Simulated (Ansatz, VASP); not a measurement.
# CdTe: VASP beside Ansatz

INCAR

```
SYSTEM = CdTe
PREC = Accurate
ENCUT = 520
EDIFF = 1E-6
ISMEAR = -1
SIGMA = 0.05
LREAL = .FALSE.
LASPH = .TRUE.
NELM = 100
ALGO = Normal
ISIF = 2
LWAVE = .FALSE.
LCHARG = .TRUE.
GGA = PS
LELF = .TRUE.
LVHAR = .TRUE.
NBANDS = 16
```

The input KPOINTS:

```
regular mesh
0
G
  7 7 7
  0 0 0
```

POSCAR

```
CdTe
1.0
    0.0000000000      3.1395734784      3.1395734784
    3.1395734784      0.0000000000      3.1395734784
    3.1395734784      3.1395734784      0.0000000000
Te Cd
1 1
Direct
    0.7500000000      0.7500000000      0.7500000000
    0.0000000000      0.0000000000      0.0000000000
```

Contents of input.yaml:

```yaml
crystal:
  lattice:
    - [0.0, 3.1395734784, 3.1395734784]
    - [3.1395734784, 0.0, 3.1395734784]
    - [3.1395734784, 3.1395734784, 0.0]
  atoms:
    - { symbol: Te, position: [0.75, 0.75, 0.75] }
    - { symbol: Cd, position: [0.0, 0.0, 0.0] }
hamiltonian:
  xc: pbesol
  pseudopotentials: { kind: paw }
kpoints:
  mp_grid: { grid: [7, 7, 7] }
scf:
  occupations: { method: fermi_dirac, width: 0.05 }
output:
  forces: true
  stress: true
  eigenvalues: true
```

Alike in both runs: task single point; functional PBEsol; k mesh 7 × 7 × 7; occupations fermi-dirac, width 0.05 eV; no spin polarisation.

|  | VASP | Ansatz |
| --- | --- | --- |
| version | VASP 6.6.1 | Ansatz 0.2.0 |
| potentials or method | VASP PAW PBE potentials, release 64 (Te, Cd) | Ansatz PAW |
| plane-wave cutoff (eV) | 520 | 420 |
| valence electrons in the cell | 18 | 36 |

Ansatz gave:

* gap on the k mesh at the Fermi level (eV): 0.94
* least direct gap on the mesh (eV): 0.94
* pressure (GPa): 5.2

Q: What did VASP give for the same quantities?

A: gap on the k mesh at the Fermi level (eV): 0.95; least direct gap on the mesh (eV): 0.95; pressure (GPa): 5.4.

The functional is the same, so the differences come from potentials, cutoffs and numerics. The two sets of potentials don't hold the same shells in valence.

Caveats: spin-orbit coupling is left out, which moves the levels of the heavy elements; the PAW data sets were made with another functional, which shifts forces and pressure a little (VASP); odd divisions of the mesh miss points on the zone boundary, where band edges often lie, so the gap on the mesh can be too wide (Ansatz); the PAW data sets come from PBE, with cores solved anew for the run's functional, which leaves a small shift of forces and pressure (Ansatz).
